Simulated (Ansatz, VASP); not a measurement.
# Hf: VASP beside Ansatz

```
Hf
1.0
     4.96233    0.00000    0.00000
    -2.48116    4.29750    0.00000
     0.00000    0.00000    3.08623
Hf
3
Direct
  0.00000 0.00000 0.00000
  0.33333 0.66667 0.50000
  0.66667 0.33333 0.50000
```

This isn't the form of Hf at room conditions, which is hcp.

Alike in both runs: task single point; functional PBEsol; k mesh 6 × 6 × 9; occupations fermi-dirac, width 0.05 eV; no spin polarisation.

|  | VASP | Ansatz |
| --- | --- | --- |
| version | VASP 6.6.1 | Ansatz 0.2.0 |
| potentials or method | VASP PAW PBE potentials, release 64 (Hf_pv) | Ansatz PAW |
| plane-wave cutoff (eV) | 520 | 420 |
| valence electrons in the cell | 30 | 78 |

Ansatz gave:

```
gap on the k mesh at the Fermi level (eV)       : none
pressure (GPa)                                  : -2.7
largest component of the traceless stress (GPa) : 0.31
```

What did VASP give for the same quantities?

gap on the k mesh at the Fermi level (eV): none; pressure (GPa): -3.1; largest component of the traceless stress (GPa): 0.41.

A gap of «none» marks a metal or a gap that the smearing closes. The two sets of potentials don't hold the same shells in valence.

Caveats: the PAW data sets were made with another functional, which shifts forces and pressure a little (VASP); the PAW data sets come from PBE, with cores solved anew for the run's functional, which leaves a small shift of forces and pressure (Ansatz). The runs have no spin-orbit coupling, so splittings on Hf are missing.
